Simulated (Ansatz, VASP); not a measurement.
**Two plane-wave programs on Ti**

INCAR

```
SYSTEM = Ti
PREC = Accurate
ENCUT = 520
EDIFF = 1E-6
ISMEAR = 0
SIGMA = 0.15
LREAL = .False.
LASPH = .True.
NELM = 100
ALGO = Normal
ISIF = 2
LWAVE = .False.
LCHARG = .False.
GGA = PS
NBANDS = 12
```

Contents of KPOINTS:

```
regular mesh
0
Gamma
  20 20 20
  0 0 0
```

The input POSCAR:

```
Ti
1.0
   -1.6410000000      1.6410000000      1.6656150000
    1.6410000000     -1.6410000000      1.6656150000
    1.6410000000      1.6410000000     -1.6656150000
Ti
1
Direct
    0.0000000000      0.0000000000      0.0000000000
```

Input for Ansatz:

```yaml
crystal:
  lattice:
    - [-1.641, 1.641, 1.665615]
    - [1.641, -1.641, 1.665615]
    - [1.641, 1.641, -1.665615]
  atoms:
    - { symbol: Ti, position: [0.0, 0.0, 0.0] }
basis:
  ecutwfc: 420
kpoints:
  mp_grid: { grid: [20, 20, 20] }
hamiltonian:
  xc: pbesol
scf:
  occupations: { method: gaussian, width: 0.15 }
output:
  forces: true
  stress: true
  eigenvalues: true
```

Change from the starting cell: strain +0.000 along x and y, +0.015 along z, atoms carried along.

Alike in both runs: task single point; functional PBEsol; k mesh 20 × 20 × 20; occupations gaussian, width 0.15 eV; no spin polarisation.

|  | VASP | Ansatz |
| --- | --- | --- |
| version | VASP 6.6.1 | Ansatz 0.2.0 |
| potentials or method | VASP PAW PBE potentials, release 64 (Ti_sv) | scalar-relativistic, plane waves, PAW |
| plane-wave cutoff (eV) | 520 | 420 |
| valence electrons in the cell | 12 | 12 |

|  | VASP | Ansatz | Ansatz less VASP |
| --- | --- | --- | --- |
| gap on the k mesh at the Fermi level (eV) | none | none | - |
| pressure (GPa) | -8.1 | -7.9 | +0.16 |
| largest component of the traceless stress (GPa) | 0.25 | 0.25 | +0.001 |

A gap of «none» marks a metal or a gap that the smearing closes. With one functional, cell and mesh, what is left measures potentials, basis and numerics.

Caveats: the PAW data sets were made with another functional, which shifts forces and pressure a little (VASP).
